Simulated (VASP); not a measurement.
B, 12 atoms in the cell. The structure is trigonal, space group R-3m (No. 166). Conventional cell: a = 4.918 Å, b = 4.918 Å, c = 12.581 Å, α = 90.00°, β = 90.00°, γ = 120.00°. Around B (site symmetry m) lie 6 B at 1.67 to 1.81 Å. B (site symmetry m) is surrounded by 7 B at 1.79 to 2.01 Å. 

| Property | Result |
| --- | --- |
| Program | VASP 6.6.1 |
| Task | relaxation of cell and atoms |
| Functional | PBE |
| Potentials or basis | VASP PAW PBE potentials, release 64 (B) |
| Cutoff | 600 eV |
| k mesh | 9 × 9 × 8 |
| Occupations | gaussian, width 0.03 eV |
| Spin | no spin polarisation |
| Further INCAR settings | ALGO = Normal; EDIFF = 1e-06; IBRION = 2; EDIFFG = -0.01; NSW = 90; ISIF = 3 |

Potentials or basis: VASP PAW PBE potentials, release 64 (B).

Launch:

```console
$ cat potpaw_PBE.64/B/POTCAR > POTCAR
$ mpirun -np 4 vasp_std > vasp.out
```

Hardware: 4 MPI ranks on Intel(R) Xeon(R) Platinum 8488C (Sapphire Rapids) (shared host).

Task: Estimate the wall time of this run.

Result: It took 5.8 min on 4 MPI ranks on Intel(R) Xeon(R) Platinum 8488C (Sapphire Rapids), with other jobs on the host, peak memory 0.46 GiB a rank. Counts: scf iterations 39, k points 185, ion steps 6.
